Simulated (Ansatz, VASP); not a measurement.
# Two plane-wave programs on InP

```
In P
1.0
     0.00000    2.95381    2.95381
     2.95381    0.00000    2.95381
     2.95381    2.95381    0.00000
In P
1 1
Cartesian
  0.0000 0.0000 0.0000
  1.4769 1.4769 1.4769
```

Alike in both runs: task single point; functional PBE; k mesh 6 × 6 × 6; no spin polarisation.

```csv
,VASP,Ansatz
version,VASP 6.6.1,Ansatz 0.2.0
potentials or method,"VASP PAW PBE potentials, release 64 (In_d, P)","plane waves, PAW"
plane-wave cutoff (eV),520,420
occupations,"gaussian, width 0.01 eV",fixed
valence electrons in the cell,18,18
```

```csv
,VASP,Ansatz,Ansatz less VASP
gap on the k mesh at the Fermi level (eV),0.58,0.58,+0.003
```

Caveats: spin-orbit coupling is left out, which moves the levels of the heavy elements. PBE gaps usually lie below the measured ones, often by a third to a half.
